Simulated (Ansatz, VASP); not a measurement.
One calculation of Ag, two programs

POSCAR

```
Ag
1.0
    0.0000000000      2.0431000000      2.0431000000
    2.0431000000      0.0000000000      2.0431000000
    2.0431000000      2.0431000000      0.0000000000
Ag
1
Direct
    0.0000000000      0.0000000000      0.0000000000
```

The input INCAR.step1:

```
  PREC = Accurate
  ENCUT = 520
  ISMEAR = 0
  SIGMA = 0.15
  LREAL = F
  LASPH = T
  NELM = 100
  NBANDS = 12
  GGA = PE
  ALGO = Normal
  EDIFF = 1E-4
  LWAVE = T
  LCHARG = F
```

The input INCAR.step2:

```
  PREC = Accurate
  ENCUT = 520
  EDIFF = 1E-6
  ISMEAR = 0
  SIGMA = 0.15
  LREAL = F
  LASPH = T
  NELM = 100
  ALGO = Normal
  ISIF = 2
  LWAVE = F
  LCHARG = F
  METAGGA = R2SCAN
  LMIXTAU = T
  NBANDS = 12
  ISTART = 1
```

Contents of KPOINTS:

```
Automatic mesh
0
Gamma
  20 20 20
```

Input for Ansatz:

```yaml
crystal:
  lattice:
    - [0.0, 2.0431, 2.0431]
    - [2.0431, 0.0, 2.0431]
    - [2.0431, 2.0431, 0.0]
  atoms:
    - { symbol: Ag, position: [0.0, 0.0, 0.0] }
basis:
  ecutwfc: 500
kpoints:
  mp_grid: { grid: [20, 20, 20] }
hamiltonian:
  xc: r2scan
scf:
  occupations: { method: gaussian, width: 0.15 }
output:
  forces: true
  stress: true
  eigenvalues: true
  write_density: true
  write_potential: true
  elf: true
  volumetric_format: npy
```

Alike in both runs: task single point; functional r2SCAN; k mesh 20 × 20 × 20; occupations gaussian, width 0.15 eV; no spin polarisation.

|  | VASP | Ansatz |
| --- | --- | --- |
| version | VASP 6.6.1 | Ansatz 0.2.0 |
| potentials or method | VASP PAW PBE potentials, release 64 (Ag) | scalar-relativistic, plane waves, PAW |
| plane-wave cutoff (eV) | 520 | 500 |
| valence electrons in the cell | 11 | 19 |

Ansatz gave:

- gap on the k mesh at the Fermi level (eV): none
- pressure (GPa): 1.4

Q: Which values does VASP return?

A: gap on the k mesh at the Fermi level (eV): none; pressure (GPa): 1.6.

A gap of «none» marks a metal or a gap that the smearing closes. With one functional, cell and mesh, what is left measures potentials, basis and numerics. The two sets of potentials don't hold the same shells in valence.

Caveats: the PAW data sets were made with another functional, which shifts forces and pressure a little (VASP).
